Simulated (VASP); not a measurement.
# Pb (Fm-3m) in VASP: further runs

Aim: see how the results for Pb move with the level of theory and the settings. Levels: LDA, PBEsol, RPBE. Tasks: relaxation of cell and atoms, single point.

All numbers are computed with VASP 6.6.1; they aren't measurements. Logs are shortened: lines on timing, memory, paths and dates and some standing lists are left out, and cuts for length are marked.

### 1 The crystal as given

It takes space group Fm-3m (No. 225, cubic). Conventional cell: a = 4.950 Å, b = 4.950 Å, c = 4.950 Å, α = 90.00°, β = 90.00°, γ = 90.00°. Pb (site symmetry m-3m) has 12 Pb at 3.50 Å as nearest neighbours.

### 2 Relaxation of cell and atoms, LDA

INCAR

```
SYSTEM = Pb
  PREC = Accurate
  ENCUT = 600
  EDIFF = 1E-6
  ISMEAR = -1
  SIGMA = 0.05
  LREAL = .FALSE.
  LASPH = .TRUE.
  NELM = 60
  ALGO = Fast
  ISIF = 3
  LWAVE = .FALSE.
  LCHARG = .FALSE.
  IBRION = 2
  NSW = 60
  EDIFFG = -0.005
```

KPOINTS

```
Automatic mesh
0
G
  9 9 9
  0 0 0
```

POSCAR

```
Pb
1.0
    0.0000000000      2.4750200000      2.4750200000
    2.4750200000      0.0000000000      2.4750200000
    2.4750200000      2.4750200000      0.0000000000
Pb
1
Direct
    0.0000000000      0.0000000000      0.0000000000
```

Potentials or basis: VASP PAW LDA potentials, release 64 (Pb_d).

Run with:

```bash
$ cat potpaw_LDA.64/Pb_d/POTCAR > POTCAR
$ mpirun -np 1 vasp_std > vasp.out
```

OUTCAR:

```text
SYSTEM = Pb
   PREC = Accurate
   ENCUT = 600
   EDIFF = 1E-6
   ISMEAR = -1
   LREAL = .FALSE.
   LASPH = .TRUE.
   NELM = 60
   ISIF = 3
   IBRION = 2
   NSW = 60
   EDIFFG = -0.005

 ion  position               nearest neighbor table
   1  0.000  0.000  0.000-

  LATTYP: Found a face centered cubic cell.
 ALAT       =     4.9500400000

  Lattice vectors:

 A1 = (   0.0000000000,   2.4750200000,   2.4750200000)
 A2 = (   2.4750200000,   0.0000000000,   2.4750200000)
 A3 = (   2.4750200000,   2.4750200000,   0.0000000000)

Analysis of symmetry for initial positions (statically):
=====================================================================
 Subroutine PRICEL returns:
 Original cell was already a primitive cell.

 Routine SETGRP: Setting up the symmetry group for a
 face centered cubic supercell.

 Subroutine GETGRP returns: Found 48 space group operations
 (whereof 48 operations were pure point group operations)
 out of a pool of 48 trial point group operations.

The static configuration has the point symmetry O_h .

Analysis of symmetry for dynamics (positions and initial velocities):
=====================================================================
 Subroutine PRICEL returns:
 Original cell was already a primitive cell.

 Routine SETGRP: Setting up the symmetry group for a
 face centered cubic supercell.

 Subroutine GETGRP returns: Found 48 space group operations
 (whereof 48 operations were pure point group operations)
 out of a pool of 48 trial point group operations.

The dynamic configuration has the point symmetry O_h .

 Subroutine INISYM returns: Found 48 space group operations
 (whereof 48 operations are pure point group operations),
 and found     1 'primitive' translations

----------------------------------------------------------------------------------------

                                     Primitive cell

  volume of cell :      30.3226

  direct lattice vectors                    reciprocal lattice vectors
     0.000000000  2.475020000  2.475020000    -0.202018570  0.202018570  0.202018570
     2.475020000  0.000000000  2.475020000     0.202018570 -0.202018570  0.202018570
     2.475020000  2.475020000  0.000000000     0.202018570  0.202018570 -0.202018570

  length of vectors
     3.500206851  3.500206851  3.500206851     0.349906427  0.349906427  0.349906427

  position of ions in fractional coordinates (direct lattice)
[... 98 lines left out ...]
  volume/ion in A,a.u.               =      30.32       204.63
  Fermi-wavevector in a.u.,A,eV,Ry     =   1.265306  2.391081 21.782907  1.600999
  Thomas-Fermi vector in A             =   2.398566
   LORBIT       =      0    0 simple, 1 ext, 2 COOP (PROOUT), +10 PAW based schemes
   GGA     = CA    functional components
   LHFCALC =     F    Hartree Fock is set to
   AEXX    =    0.0000 exact exchange contribution
   IVDW    =     0    specifies the selected vdW correction
   LEPSILON=     F    determine dielectric tensor
   LRPA    =     F    only Hartree local field effects (RPA)
 conjugate gradient relaxation of ions
 non-spin polarized calculation
 RMM-DIIS sequential band-by-band and
  energy-cutoff  :      600.00
  volume of cell :       30.32
 maximum number of plane-waves:      1022
   NGX = 13   NGY = 13   NGZ = 13

--------------------------------------- Ionic step        1  -------------------------------------------

 number of electron      13.9999999 magnetization

 Free energy of the ion-electron system (eV)
  ---------------------------------------------------
  ext. energy  EPLUGINS =         0.00000000
  ---------------------------------------------------
  free energy    TOTEN  =        -4.26471540 eV

  energy without entropy =       -4.26156269  energy(sigma->0) =       -4.26313904

------------------------ aborting loop because EDIFF is reached ----------------------------------------

  FORCE on cell =-STRESS in cart. coord.  units (eV):
  Direction    XX          YY          ZZ          XY          YZ          ZX
  --------------------------------------------------------------------------------------
  -------------------------------------------------------------------------------------
  Total       -0.3789454     -0.3789454     -0.3789454     -0.0000000     -0.0000000      0.0000000
  in kB      -20.0226296    -20.0226296    -20.0226296     -0.0000000     -0.0000000      0.0000000
  external PRESSURE =     -20.0226296 kB  Pullay stress =       0.0000000 kB
[... 127 lines left out ...]
--------------------------------------- Ionic step        5  -------------------------------------------

 number of electron      13.9999999 magnetization

 Free energy of the ion-electron system (eV)
  ---------------------------------------------------
  ext. energy  EPLUGINS =         0.00000000
  ---------------------------------------------------
  free energy    TOTEN  =        -4.27300965 eV

  energy without entropy =       -4.26988045  energy(sigma->0) =       -4.27144505

 E-fermi :   7.3192     XC(G=0): -10.6574

 val. band max:        7.1024701332   @ k =  -0.2222   0.2222   0.0000
 cond. band min:       7.3193643413   @ k =  -0.2222   0.3333   0.1111
 fundamental gap:      0.2168942081
 Fermi energy:         7.3192201322

 k-point     1 :       0.0000    0.0000    0.0000
  band No.  band energies     occupation
      1      -9.5552      2.00000
      2      -9.5552      2.00000
      3      -9.5552      2.00000
      4      -9.3928      2.00000
      5      -9.3928      2.00000
      6      -4.5689      2.00000
      7      15.1722      0.00000
      8      15.1722      0.00000
      9      15.1722      0.00000
     10      17.3372      0.00000
     11      19.4954      0.00000
[... 309 lines left out ...]
 k-point    24 :       0.4444    0.4444    0.0000
  band No.  band energies     occupation
      1      -9.7389      2.00000
      2      -9.6361      2.00000
      3      -9.2559      2.00000
      4      -9.2129      2.00000
      5      -9.2129      2.00000
      6       0.3066      2.00000
      7       4.6691      2.00000
      8       9.6527      0.00000
      9       9.6527      0.00000
     10      13.1794      0.00000
     11      14.3946      0.00000

 [... further k-points ...]

------------------------ aborting loop because EDIFF is reached ----------------------------------------

  FORCE on cell =-STRESS in cart. coord.  units (eV):
  Direction    XX          YY          ZZ          XY          YZ          ZX
  --------------------------------------------------------------------------------------
  -------------------------------------------------------------------------------------
  Total        0.0048554      0.0048554      0.0048554      0.0000000      0.0000000      0.0000000
  in kB        0.2675237      0.2675237      0.2675237      0.0000000      0.0000000      0.0000000
  external PRESSURE =       0.2675237 kB  Pullay stress =       0.0000000 kB
[... 16 lines left out ...]
  FREE ENERGIE OF THE ION-ELECTRON SYSTEM (eV)
  ---------------------------------------------------
  free  energy   TOTEN  =        -4.2730096532 eV

  energy  without entropy=       -4.2698804527  energy(sigma->0) =       -4.27144505

 reached required accuracy - stopping structural energy minimisation
```

CONTCAR:

```text
Pb
   1.00000000000000
     0.0000000000000000    2.4406955520179174    2.4406955520179174
     2.4406955520179174   -0.0000000000000000    2.4406955520179174
     2.4406955520179174    2.4406955520179174    0.0000000000000000
  Pb
     1
Direct
     0.0000000000000000    0.0000000000000000    0.0000000000000000

  0.00000000E+00  0.00000000E+00  0.00000000E+00
```

Wall time 46 s (1 thread of Intel Xeon Platinum 8375C at 2.90GHz (Ice Lake), shared host); peak memory 0.16 GiB.

What came out:

```
Free energy                            : -4.2730 eV
Relaxed volume                         : 29.08 Å³/atom
Relaxed cell                           : a = 3.452 Å, b = 3.452 Å, c = 3.452 Å, α = 60.00°, β = 60.00°, γ = 60.00°
Space group after relaxing (to 0.05 Å) : Fm-3m (No. 225)
Energy gained by relaxing              : 8.3 meV/atom
Ionic steps                            : 5
Pressure after relaxing                : 0.0 GPa
Band gap on the k mesh                 : none (metal or under the smearing width)
```

The path:
| step | energy change (eV) | largest force (eV/Å) | pressure (GPa) | volume (Å³) |
| --- | --- | --- | --- | --- |
| 1 | 0.0000 | 0.0000 | -2.00 | 30.32 |
| 2 | -0.0074 | 0.0000 | 0.80 | 28.69 |
| 3 | -0.0083 | 0.0000 | -0.06 | 29.08 |
| 4 | -0.0083 | 0.0000 | 0.04 | 29.05 |
| 5 | -0.0083 | 0.0000 | 0.03 | 29.08 |

Final structure:
```
Pb
1.0
     0.00000    2.44070    2.44070
     2.44070    0.00000    2.44070
     2.44070    2.44070    0.00000
Pb
1
Direct
  0.00000 0.00000 0.00000
```

Levels at points of the mesh, in eV from the Fermi level:
```
           k point  band 4  band 5  band 6  band 7  band 8  band 9  band 10  band 11
(0.00, 0.00, 0.00)  -16.71  -16.71  -11.89    7.85    7.85    7.85    10.02    12.18
```

### 3 Relaxation of cell and atoms, PBEsol

INCAR

```
PREC = Accurate ; ENCUT = 600
EDIFF = 1E-6 ; ISMEAR = -1
SIGMA = 0.05 ; LREAL = F
LASPH = T ; NELM = 60
ALGO = Normal ; ISIF = 3
LWAVE = F ; LCHARG = F
GGA = PS ; IBRION = 2
NSW = 60 ; EDIFFG = -0.005
```

KPOINTS

```
Automatic mesh
0
Gamma
  9 9 9
```

POSCAR is that of step 2.

Potentials or basis: VASP PAW PBE potentials, release 64 (Pb_d).

Run with:

```bash
$ cat potpaw_PBE.64/Pb_d/POTCAR > POTCAR
$ mpirun -np 1 vasp_std > vasp.out
```

It took 30 s on 1 thread of Intel Xeon Platinum 8375C at 2.90GHz (Ice Lake), shared host; peak memory 0.17 GiB.

The run converged. Its results:

| Quantity | Value |
| --- | --- |
| Free energy | -4.0181 eV |
| Relaxed volume | 29.94 Å³/atom |
| Relaxed cell | a = 3.485 Å, b = 3.485 Å, c = 3.485 Å, α = 60.00°, β = 60.00°, γ = 60.00° |
| Space group after relaxing (to 0.05 Å) | Fm-3m (No. 225) |
| Energy gained by relaxing | 0.8 meV/atom |
| Ionic steps | 3 |
| Pressure after relaxing | 0.0 GPa |
| Band gap on the k mesh | none (metal or under the smearing width) |

Step by step:
```tsv
step	energy change (eV)	largest force (eV/Å)	pressure (GPa)	volume (Å³)
1	0.0000	0.0000	-0.64	30.32
2	-0.0007	0.0000	0.24	29.80
3	-0.0008	0.0000	0.00	29.94
```

Final structure:
```cif
data_structure
_symmetry_space_group_name_H-M 'P 1'
_symmetry_Int_Tables_number 1
_cell_length_a 3.4853
_cell_length_b 3.4853
_cell_length_c 3.4853
_cell_angle_alpha 60.000
_cell_angle_beta 60.000
_cell_angle_gamma 60.000
_cell_volume 29.94
loop_
_atom_site_label
_atom_site_type_symbol
_atom_site_fract_x
_atom_site_fract_y
_atom_site_fract_z
_atom_site_occupancy
Pb1 Pb 0.00000 0.00000 0.00000 1
```

Levels at points of the mesh, in eV from the Fermi level:
| k point | band 5 | band 6 | band 7 | band 8 | band 9 | band 10 |
| --- | --- | --- | --- | --- | --- | --- |
| (0.00, 0.00, 0.00) | -16.69 | -11.70 | 7.67 | 7.67 | 7.67 | 9.93 |

Caveat: the PAW data sets were made with another functional, which shifts forces and pressure a little.

### 4 Single point, RPBE

INCAR

```
PREC     = Accurate       # precision mode
ENCUT    = 500            # plane-wave cutoff, eV
EDIFF    = 1E-7           # SCF threshold, eV
ISMEAR   = 0              # smearing method
SIGMA    = 0.02           # smearing width, eV
LREAL    = F              # projectors in reciprocal space
LASPH    = T              # aspherical terms in the spheres
NELM     = 60             # most SCF steps
ALGO     = Fast           # electronic algorithm
ISIF     = 2              # what is computed and relaxed
LWAVE    = F              # write WAVECAR
LCHARG   = T              # write CHGCAR
GGA      = RP             # functional
LELF     = T              # ELF
LVHAR    = T            
NBANDS   = 8              # bands
```

KPOINTS

```
regular mesh
0
Gamma
  9 9 9
```

Edit POSCAR of step 3 so:

```diff
@@ -7,3 +7,3 @@
 1
-Direct
+Cartesian
     0.0000000000      0.0000000000      0.0000000000
```

Potentials or basis: VASP PAW PBE potentials, release 64 (Pb).

Run with:

```bash
$ cat potpaw_PBE.64/Pb/POTCAR > POTCAR
$ mpirun -np 1 vasp_std > vasp.out
```

Run time: 17 s. Hardware: 1 thread of Intel Xeon Platinum 8488C (Sapphire Rapids), shared host; peak memory 0.16 GiB.

Results (log left out):

| Property | Result |
| --- | --- |
| Free energy | -3.1780 eV |
| Pressure | 3.5 GPa |
| Band gap on the k mesh | none (metal or under the smearing width) |

Levels at points of the mesh, in eV from the Fermi level:
```csv
k point,band 1,band 2,band 3,band 4,band 5,band 6,band 7
"(0.00, 0.00, 0.00)",-11.59,7.61,7.61,7.61,9.91,11.38,11.79
```

Caveat: the PAW data sets were made with another functional, which shifts forces and pressure a little.

### 5 The reference run

An earlier run on the cell as given: functional PBE; potentials or basis VASP PAW PBE potentials, release 64 (Pb_d); cutoff 520 eV; k mesh 9 × 9 × 9; occupations fermi-dirac, width 0.05 eV; no spin polarisation.

* Pressure: 2.2 GPa
* Band gap on the k mesh: none (metal or under the smearing width)

### 6 The runs side by side

```csv
task,level,potentials or basis,cell,cutoff (eV),smearing,gap on the mesh (eV),pressure (GPa),relaxed volume (Å³/atom)
relaxation of cell and atoms,LDA,"VASP PAW LDA potentials, release 64 (Pb_d)",relaxed,600,fermi-dirac 0.05 eV,none,0.0,29.08
relaxation of cell and atoms,PBEsol,"VASP PAW PBE potentials, release 64 (Pb_d)",relaxed,600,fermi-dirac 0.05 eV,none,0.0,29.94
single point,RPBE,"VASP PAW PBE potentials, release 64 (Pb)",as given,500,gaussian 0.02 eV,none,3.5,-
single point,PBE,"VASP PAW PBE potentials, release 64 (Pb_d)",as given,520,fermi-dirac 0.05 eV,none,2.2,-
```

Alike in all rows: no spin polarisation; k mesh 9 × 9 × 9.

Caveats: the PAW data sets were made with another functional, which shifts forces and pressure a little (some runs).

Absolute energies hang on the potentials; compare differences alone.

### 7 How close it comes

Step 2. The cell as given is a measured one (30.32 Å³/atom); LDA puts the equilibrium volume -4.1 % from it, thermal expansion not counted.

Step 3. The cell as given is a measured one (30.32 Å³/atom); PBEsol puts the equilibrium volume -1.3 % from it, thermal expansion not counted.
